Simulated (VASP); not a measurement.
A run of VASP 6.6.1:

Contents of INCAR:

```
SYSTEM = RuS2
ALGO = Fast
EDIFF = 1E-6
EDIFFG = -0.01
ENCUT = 600
GGA = PE
IBRION = 2
ISIF = 3
ISMEAR = 0
KPAR = 4
LASPH = .True.
LCHARG = .False.
LREAL = .False.
LWAVE = .False.
NELM = 100
NSW = 60
PREC = Accurate
SIGMA = 0.02
```

The input KPOINTS:

```
k-points
0
Gamma
  4 4 4
  0 0 0
```

Contents of POSCAR:

```
RuS2
1.0
    5.6106000000      0.0000000000      0.0000000000
    0.0000000000      5.6106000000      0.0000000000
    0.0000000000      0.0000000000      5.6106000000
Ru S
4 8
Direct
    0.0000000000      0.5000000000      0.5000000000
    0.5000000000      0.5000000000      0.0000000000
    0.5000000000      0.0000000000      0.5000000000
    0.0000000000      0.0000000000      0.0000000000
    0.3883100000      0.1116900000      0.8883100000
    0.1116900000      0.8883100000      0.3883100000
    0.8883100000      0.3883100000      0.1116900000
    0.6116900000      0.6116900000      0.6116900000
    0.6116900000      0.8883100000      0.1116900000
    0.8883100000      0.1116900000      0.6116900000
    0.1116900000      0.6116900000      0.8883100000
    0.3883100000      0.3883100000      0.3883100000
```

Potentials or basis: VASP PAW PBE potentials, release 64 (Ru_pv, S).

Command:

```bash
$ cat potpaw_PBE.64/Ru_pv/POTCAR potpaw_PBE.64/S/POTCAR > POTCAR
$ mpirun -np 4 vasp_std > vasp.out
```

Hardware: 4 MPI ranks on AMD EPYC 7R43 64-Core Processor (Zen 3) (shared host).

How long does it take, and how much memory?

It took 6.1 min on 4 MPI ranks on AMD EPYC 7R43 64-Core Processor (Zen 3), with other jobs on the host, peak memory 0.39 GiB a rank. Counts: scf iterations 56, k points 11, ion steps 5.
